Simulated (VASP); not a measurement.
# ZrSe2 in VASP: a series of runs, part 3 of 3

VASP 6.6.1. Earlier steps stand in the parts before.

### Step 4. Relaxation of cell and atoms, rev-vdW-DF2

This run uses another cell than the first one, of 55.91 Å³/atom, 1.011 times its volume.

Input file INCAR:

```
PREC = Accurate ; ENCUT = 600
EDIFF = 1E-7 ; ISMEAR = 0
SIGMA = 0.03 ; LREAL = F
LASPH = T ; NELM = 80
ALGO = Normal ; ISIF = 3
LWAVE = F ; LCHARG = F
GGA = MK ; LUSE_VDW = T
AGGAC = 0.0 ; PARAM1 = 0.1234
PARAM2 = 0.711357 ; ZAB_VDW = -1.8867
IBRION = 2 ; NSW = 90
EDIFFG = -0.005 ; LATTICE_CONSTRAINTS = .TRUE. .TRUE. .FALSE.
```

Input file KPOINTS:

```
regular mesh
0
Gamma
  9 9 1
```

Input file POSCAR:

```
ZrSe2                                   
1.0
    3.7674890730     -0.0000000000      0.0000000000
   -1.8837445365      3.2627412422      0.0000000000
    0.0000000000      0.0000000000     27.2880000000
  Se              Zr            
     4     2
Direct
     0.6666666699999979    0.3333333300000021    0.3282899029435153
     0.3333333300000021    0.6666666699999979    0.4450497573459118
     0.6666666699999979    0.3333333300000021    0.5549502426540882
     0.3333333300000021    0.6666666699999979    0.6717100970564844
     0.0000000000000000    0.0000000000000000    0.3866382498629810
     0.0000000000000000    0.0000000000000000    0.6133617501370189
```

Potentials or basis: VASP PAW PBE potentials, release 64 (Se, Zr_sv).

The run is started by

```console
> cat potpaw_PBE.64/Se/POTCAR potpaw_PBE.64/Zr_sv/POTCAR > POTCAR
> mpirun -np 1 vasp_std > vasp.out
```

OUTCAR:

```text
PREC = Accurate
   ENCUT = 600
   EDIFF = 1E-7
   ISMEAR = 0
   LREAL = F
   LASPH = T
   NELM = 80
   ISIF = 3
   GGA = MK
   IBRION = 2
   NSW = 90
   EDIFFG = -0.005

 ion  position               nearest neighbor table
   1  0.667  0.333  0.328-   5 2.70   5 2.70   5 2.70
   2  0.333  0.667  0.445-   5 2.70   5 2.70   5 2.70
   3  0.667  0.333  0.555-   6 2.70   6 2.70   6 2.70
   4  0.333  0.667  0.672-   6 2.70   6 2.70   6 2.70
   5  0.000  0.000  0.387-   1 2.70   1 2.70   1 2.70   2 2.70   2 2.70   2 2.70
   6  0.000  0.000  0.613-   4 2.70   4 2.70   4 2.70   3 2.70   3 2.70   3 2.70

  LATTYP: Found a hexagonal cell.
 ALAT       =     3.7674890730
 C/A-ratio  =     7.2430203436

  Lattice vectors:

 A1 = (   3.7674890730,   0.0000000000,   0.0000000000)
 A2 = (  -1.8837445365,   3.2627412422,   0.0000000000)
 A3 = (   0.0000000000,   0.0000000000,  27.2880000000)

Analysis of symmetry for initial positions (statically):
=====================================================================
 Subroutine PRICEL returns:
 Original cell was already a primitive cell.

 Routine SETGRP: Setting up the symmetry group for a
 hexagonal supercell.

 Subroutine GETGRP returns: Found 12 space group operations
 (whereof 12 operations were pure point group operations)
 out of a pool of 24 trial point group operations.

The static configuration has the point symmetry D_3d.

Analysis of symmetry for dynamics (positions and initial velocities):
=====================================================================
 Subroutine PRICEL returns:
 Original cell was already a primitive cell.

 Routine SETGRP: Setting up the symmetry group for a
 hexagonal supercell.

 Subroutine GETGRP returns: Found 12 space group operations
 (whereof 12 operations were pure point group operations)
 out of a pool of 24 trial point group operations.

The dynamic configuration has the point symmetry D_3d.

 Subroutine INISYM returns: Found 12 space group operations
 (whereof 12 operations are pure point group operations),
 and found     1 'primitive' translations

----------------------------------------------------------------------------------------

                                     Primitive cell

  volume of cell :     335.4334

  direct lattice vectors                    reciprocal lattice vectors
     3.767489073  0.000000000  0.000000000     0.265428772  0.153245373  0.000000000
    -1.883744537  3.262741242  0.000000000     0.000000000  0.306490747  0.000000000
     0.000000000  0.000000000 27.288000000     0.000000000  0.000000000  0.036646145

  length of vectors
     3.767489073  3.767489070 27.288000000     0.306490747  0.306490747  0.036646145

  position of ions in fractional coordinates (direct lattice)
     0.666666670  0.333333330  0.328289903
     0.333333330  0.666666670  0.445049757
     0.666666670  0.333333330  0.554950243
     0.333333330  0.666666670  0.671710097
     0.000000000  0.000000000  0.386638250
     0.000000000  0.000000000  0.613361750

  ion indices of the primitive-cell ions
   primitive index   ion index
                 1           1
                 2           2
                 3           3
                 4           4
                 5           5
[... 29 lines left out ...]
            Coordinates               Weight
  0.000000  0.000000  0.000000      1.000000
  0.111111 -0.000000  0.000000      6.000000
  0.222222  0.000000  0.000000      6.000000
  0.333333  0.000000  0.000000      6.000000
  0.444444  0.000000  0.000000      6.000000
  0.111111  0.111111  0.000000      6.000000
  0.222222  0.111111  0.000000     12.000000
  0.333333  0.111111  0.000000     12.000000
  0.444444  0.111111  0.000000      6.000000
  0.222222  0.222222  0.000000      6.000000
  0.333333  0.222222  0.000000     12.000000
  0.333333  0.333333  0.000000      2.000000
   k-points           NKPTS =     12   k-points in BZ     NKDIM =     12   number of bands    NBANDS=     28
   number of dos      NEDOS =    301   number of ions     NIONS =      6
   total plane-waves  NPLWV = 201600
   dimension x,y,z NGX =    30 NGY =   30 NGZ =  224
   dimension x,y,z NGXF=    60 NGYF=   60 NGZF=  448
   ions per type =               4   2
   NGX,Y,Z   is equivalent  to a cutoff of  13.24, 13.24, 13.65 a.u.
   NGXF,Y,Z  is equivalent  to a cutoff of  26.48, 26.48, 27.29 a.u.
 SYSTEM =  unknown system
   PREC   = accura    normal or accurate (medium, high low for compatibility)
   ISTART =      0    job   : 0-new  1-cont  2-samecut
   ICHARG =      2    charge: 1-file 2-atom 10-const
   ISPIN  =      1    spin polarized calculation?
   LNONCOLLINEAR =      F non collinear calculations
   LSORBIT =      F    spin-orbit coupling
   LASPH  =      T    aspherical Exc in radial PAW
   ENCUT  =  600.0 eV  44.10 Ry    6.64 a.u.   7.52  7.52 54.50*2*pi/ulx,y,z
   NELM   =     80;   NELMIN=  2; NELMDL= -5     # of ELM steps
   EDIFF  = 0.1E-06   stopping-criterion for ELM
   LREAL  =      F    real-space projection
   EDIFFG = -.5E-02   stopping-criterion for IOM
   NSW    =     90    number of steps for IOM
   IBRION =      2    ionic relax: 0-MD 1-quasi-New 2-CG
   NFREE  =      1    steps in history (QN), initial steepest desc. (CG)
   ISIF   =      3    stress and relaxation
   ISYM   =      2    0-nonsym 1-usesym 2-fastsym
   POTIM  = 0.5000    time-step for ionic-motion
   TEBEG  =    0.0;   TEEND  =   0.0 temperature during run
   PSTRESS=    0.0 pullay stress
   NELECT =      48.0000    total number of electrons
   NUPDOWN=      -1.0000    fix difference up-down
   EMIN   =  10.00;   EMAX   =-10.00  energy-range for DOS
   EFERMI =   0.00;   METHOD = LEGACY
   ISMEAR =     0;   SIGMA  =   0.03  broadening in eV -4-tet -1-fermi 0-gaus
   EFERMI_NEDOS =   21; number of points for ismear=-14 and -15
   IALGO  =     38    algorithm
   IMIX   =      4    mixing-type and parameters
     AMIX     =   0.40;   BMIX     =  1.00
     AMIX_MAG =   1.60;   BMIX_MAG =  1.00
  volume/ion in A,a.u.               =      55.91       377.27
  Fermi-wavevector in a.u.,A,eV,Ry     =   0.856288  1.618149  9.976185  0.733229
  Thomas-Fermi vector in A             =   1.973167
   LORBIT       =      0    0 simple, 1 ext, 2 COOP (PROOUT), +10 PAW based schemes
   GGA     = MK    functional components
   LHFCALC =     F    Hartree Fock is set to
   AEXX    =    0.0000 exact exchange contribution
   IVDW_NL    =     1    kernel type
   BPARAM     = 6.3000
   IVDW    =     0    specifies the selected vdW correction
   LEPSILON=     F    determine dielectric tensor
   LRPA    =     F    only Hartree local field effects (RPA)
 conjugate gradient relaxation of ions
 non-spin polarized calculation
 Gauss-broadening in eV      SIGMA  =   0.03
  energy-cutoff  :      600.00
  volume of cell :      335.43
 maximum number of plane-waves:     11267
 NGX is ok and might be reduce to    30
   NGX = 15   NGY = 15   NGZ =109

--------------------------------------- Ionic step        1  -------------------------------------------

 number of electron      48.0000003 magnetization

 Free energy of the ion-electron system (eV)
  ---------------------------------------------------
  ext. energy  EPLUGINS =         0.00000000
  ---------------------------------------------------
  free energy    TOTEN  =       -28.89709291 eV

  energy without entropy =      -28.89709291  energy(sigma->0) =      -28.89709291

------------------------ aborting loop because EDIFF is reached ----------------------------------------

  FORCE on cell =-STRESS in cart. coord.  units (eV):
  Direction    XX          YY          ZZ          XY          YZ          ZX
  --------------------------------------------------------------------------------------
  -------------------------------------------------------------------------------------
  Total        0.0466699      0.0466699     -0.1403131      0.0000000     -0.0000000      0.0000000
  in kB        0.2229157      0.2229157     -0.6701971      0.0000000     -0.0000000      0.0000000
  external PRESSURE =      -0.0747886 kB  Pullay stress =       0.0000000 kB
[... 109 lines left out ...]
  energy  without entropy=      -28.8971156030  energy(sigma->0) =      -28.89711560

Total vdW correction in eV:      7.3761491

[... ionic steps 4 to 15 ...]

--------------------------------------- Ionic step       16  -------------------------------------------

 number of electron      47.9999999 magnetization

------------------------ aborting loop because EDIFF is reached ----------------------------------------
[... 79 lines left out ...]
--------------------------------------- Ionic step       18  -------------------------------------------

 number of electron      48.0000000 magnetization

 Free energy of the ion-electron system (eV)
  ---------------------------------------------------
  ext. energy  EPLUGINS =         0.00000000
  ---------------------------------------------------
  free energy    TOTEN  =       -28.89746590 eV

  energy without entropy =      -28.89746590  energy(sigma->0) =      -28.89746590

 E-fermi :  -1.0092     XC(G=0):  -4.8869

 val. band max:       -1.1694981640   @ k =   0.0000   0.0000   0.0000
 cond. band min:      -0.8162257787   @ k =   0.4444   0.0000   0.0000
 fundamental gap:      0.3532723853
 Fermi energy:        -1.0091916375

 k-point     1 :       0.0000    0.0000    0.0000
  band No.  band energies     occupation
      1     -50.6409      2.00000
      2     -50.6409      2.00000
      3     -28.6971      2.00000
      4     -28.6969      2.00000
      5     -28.5898      2.00000
      6     -28.5898      2.00000
[... 398 lines left out ...]
  energy  without entropy=      -28.8974659021  energy(sigma->0) =      -28.89746590

Total vdW correction in eV:      7.3673206

 reached required accuracy - stopping structural energy minimisation
```

Wall time 74 min (1 thread of Intel Xeon 6975P-C (Granite Rapids), shared host); peak memory 1.5 GiB.

Results:

```yaml
Free_energy: -28.8975 eV
Relaxed_volume: 55.99 Å³/atom
Relaxed_cell: a = 3.770 Å, b = 3.770 Å, c = 27.288 Å, α = 90.00°, β = 90.00°, γ = 120.00°
Space_group_after_relaxing_to_0.05_Å: P-3m1 (No. 164)
Energy_gained_by_relaxing: 0.1 meV/atom
Ionic_steps: 18
Band_gap_on_the_k_mesh: 0.35 eV, indirect (least direct gap 1.05 eV)
```

Forces in eV/Å, atoms in the order of the input:
```
Se   0.000  0.000 -0.002
Se   0.000  0.000  0.001
Se   0.000  0.000 -0.001
Se   0.000  0.000  0.002
Zr   0.000  0.000  0.001
Zr   0.000  0.000 -0.001
```

Step by step:
| step | energy change (eV) | largest force (eV/Å) | pressure (GPa) | volume (Å³) |
| --- | --- | --- | --- | --- |
| 1 | 0.0000 | 0.0094 | -0.01 | 335.43 |
| 2 | 0.0000 | 0.0134 | -0.03 | 335.69 |
| 3 | 0.0000 | 0.0134 | -0.03 | 335.69 |
| 4 | 0.0000 | 0.0098 | -0.03 | 335.73 |
| 5 | -0.0001 | 0.0104 | -0.02 | 335.85 |
| 6 | -0.0001 | 0.0113 | -0.01 | 335.88 |
| 7 | -0.0001 | 0.0118 | -0.01 | 335.92 |
| 8 | -0.0001 | 0.0163 | -0.02 | 336.05 |
| 9 | -0.0001 | 0.0327 | -0.04 | 336.30 |
| 10 | -0.0002 | 0.0186 | -0.03 | 336.11 |
| 11 | -0.0002 | 0.0184 | -0.02 | 336.10 |
| 12 | -0.0002 | 0.0189 | -0.02 | 336.07 |
| 13 | -0.0002 | 0.0193 | -0.01 | 336.00 |
| 14 | -0.0003 | 0.0202 | 0.01 | 335.86 |
| 15 | -0.0003 | 0.0216 | 0.05 | 335.59 |
| 16 | -0.0003 | 0.0206 | 0.03 | 335.76 |
| 17 | -0.0004 | 0.0091 | 0.01 | 335.88 |
| 18 | -0.0004 | 0.0021 | -0.01 | 335.96 |

Final structure:
```
Se Zr
1.0
     3.77046    0.00000    0.00000
    -1.88523    3.26531    0.00000
     0.00000    0.00000   27.28800
Se Zr
4 2
Cartesian
  1.8852 1.0884 8.9809
  0.0000 2.1769 12.1623
  1.8852 1.0884 15.1257
  0.0000 2.1769 18.3071
  0.0000 0.0000 10.5705
  0.0000 0.0000 16.7175
```

Caveat: the PAW data sets were made with another functional, which shifts forces and pressure a little.
